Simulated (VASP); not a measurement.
A VASP 6.6.1 single-point calculation on ZnSe

INCAR

```
NBANDS = 16
EDIFF = 1E-7
NSW = 0
ISMEAR = 1
PREC = Accurate
ENCUT = 450
LREAL = .FALSE.
ADDGRID = .TRUE.
NELM = 65
GGA = PE
IBRION = -1
SIGMA = 0.2
LCHARG = .FALSE.
LASPH = .TRUE.
LWAVE = .FALSE.
ISIF = 2
```

KPOINTS

```
KPOINTS created by Atomic Simulation Environment
0
Gamma
8 8 8
0 0 0
```

POSCAR

```
Zn Se
 1.0000000000000000
     0.0000000000000000    2.7899343746000000    2.7899343746000000
     2.7899343746000000    0.0000000000000000    2.7899343746000000
     2.7899343746000000    2.7899343746000000    0.0000000000000000
 Zn  Se
   1   1
Cartesian
  0.0000000000000000  0.0000000000000000  0.0000000000000000
  1.3949671873000000  1.3949671873000000  1.3949671873000000
```

The recommended PBE PAW datasets give the neutral cell 18 valence electrons.

Command

```
mpirun -np 1 vasp_std
```

Question: Predict the outcome of this run.

Answer: It converged. Results: gap between bands v and c on the k mesh 1.48 eV; least direct gap on the k mesh 1.48 eV; pressure 5.7 GPa. Band v is the last that the valence electrons fill when counted band by band, and c is the next.

OSZICAR

```
N       E                     dE             d eps       ncg     rms          rms(c)
DAV:   1     0.863270094522E+02    0.86327E+02   -0.79411E+03   928   0.118E+03
DAV:   2    -0.111975202458E+01   -0.87447E+02   -0.82484E+02  1072   0.247E+02
DAV:   3    -0.621639214361E+01   -0.50966E+01   -0.50817E+01  1104   0.593E+01
DAV:   4    -0.625563431897E+01   -0.39242E-01   -0.39239E-01  1176   0.569E+00
DAV:   5    -0.625581182002E+01   -0.17750E-03   -0.17750E-03  1120   0.339E-01    0.519E+00
DAV:   6    -0.598743702642E+01    0.26837E+00   -0.53555E-01  1352   0.246E+01    0.392E+00
DAV:   7    -0.596713155291E+01    0.20305E-01   -0.16158E-01  1088   0.364E+00    0.166E+00
DAV:   8    -0.596683012674E+01    0.30143E-03   -0.46410E-03  1216   0.770E-01    0.469E-01
DAV:   9    -0.596701690260E+01   -0.18678E-03   -0.11614E-03  1080   0.259E-01    0.645E-02
DAV:  10    -0.596713092582E+01   -0.11402E-03   -0.24711E-04  1144   0.118E-01    0.271E-02
DAV:  11    -0.596711421391E+01    0.16712E-04   -0.48740E-05  1112   0.633E-02    0.577E-03
DAV:  12    -0.596711503112E+01   -0.81722E-06   -0.63984E-06  1184   0.153E-02    0.253E-03
DAV:  13    -0.596711544315E+01   -0.41203E-06   -0.41485E-07  1112   0.414E-03    0.160E-03
DAV:  14    -0.596711536521E+01    0.77938E-07   -0.21076E-08   952   0.190E-03
   1 F= -.59671154E+01 E0= -.59674653E+01  d E =0.104989E-02
```

Standard output (part)

```
POSCAR found type information on POSCAR ZnSe
 POSCAR found :  2 types and       2 ions
 LDA part: xc-table for (Slater+PW92), standard interpolation
 POSCAR, INCAR and KPOINTS ok, starting setup
 WAVECAR not read
 entering main loop
```

For comparison, a separate PBE run of the intended cell, on usual settings and not on those above, gives a gap of 1.48 eV on its mesh and a pressure of 5.8 GPa.
